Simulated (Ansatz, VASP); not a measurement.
Si2C in VASP and in Ansatz

File INCAR:

```
PREC     = Accurate       # precision mode
ENCUT    = 600            # plane-wave cutoff, eV
EDIFF    = 1E-7           # SCF threshold, eV
ISMEAR   = 0              # smearing method
SIGMA    = 0.1            # smearing width, eV
LREAL    = F              # projectors in reciprocal space
LASPH    = T              # aspherical terms in the spheres
NELM     = 100            # most SCF steps
ALGO     = Normal         # electronic algorithm
ISIF     = 3              # what is computed and relaxed
LWAVE    = F              # write WAVECAR
LCHARG   = F              # write CHGCAR
GGA      = PE             # functional
IBRION   = 2              # ionic algorithm
NSW      = 90             # ionic steps
EDIFFG   = -0.04          # ionic threshold
```

File KPOINTS:

```
Automatic mesh
0
Gamma
  6 6 4
```

Contents of POSCAR:

```
Si2C
1.0
    2.6686336500      0.0000000000      0.0000000000
    0.0000000000      2.6686336500      0.0000000000
    0.0000000000      0.0000000000      5.5321828000
Si C
2 1
Direct
    0.5000000000      0.5000000000      0.2843227100
    0.5000000000      0.5000000000      0.7156772900
    0.0000000000      0.0000000000      0.0000000000
```

Input for Ansatz:

```yaml
crystal:
  lattice:
    - [2.66863365, 0.0, 0.0]
    - [0.0, 2.66863365, 0.0]
    - [0.0, 0.0, 5.5321828]
  atoms:
    - { symbol: Si, position: [0.5, 0.5, 0.28432271] }
    - { symbol: Si, position: [0.5, 0.5, 0.71567729] }
    - { symbol: C, position: [0.0, 0.0, 0.0] }
basis:
  ecutwfc: 420
kpoints:
  mp_grid: { grid: [6, 6, 4] }
hamiltonian:
  xc: pbe
scf:
  occupations: { method: gaussian, width: 0.1 }
  lower_state_search: "off"
output:
  forces: true
  stress: true
  eigenvalues: true
relax:
  adjacent_minimum: "off"
  f_tol: 0.04
  max_steps: 70
  cell: { stress_tol: 0.4 }
```

Change from the starting cell: species swapped into the Ga2Cu type (P4/mmm, No. 123).

Alike in both runs: task relaxation of cell and atoms; functional PBE; k mesh 6 × 6 × 4; occupations gaussian, width 0.1 eV; no spin polarisation.

|  | VASP | Ansatz |
| --- | --- | --- |
| version | VASP 6.6.1 | Ansatz 0.2.0 |
| potentials or method | VASP PAW PBE potentials, release 64 (Si, C) | scalar-relativistic, plane waves, PAW |
| plane-wave cutoff (eV) | 600 | 420 |
| valence electrons in the cell | 12 | 12 |

```tsv
	VASP	Ansatz	Ansatz less VASP
gap on the k mesh at the Fermi level, each at its own relaxed structure (eV)	none	none	-
relaxed volume (Å³/atom)	11.85	11.86	+0.015
relaxed cell length with the largest relative difference (Å)	4.770	4.774	+0.0041
energy change over the relaxation (meV/atom)	-298	-299	-0.6
```

A gap of «none» marks a metal or a gap that the smearing closes.

Caveats: the k mesh is coarse (spacing up to 0.39 Å⁻¹), so the values aren't converged.
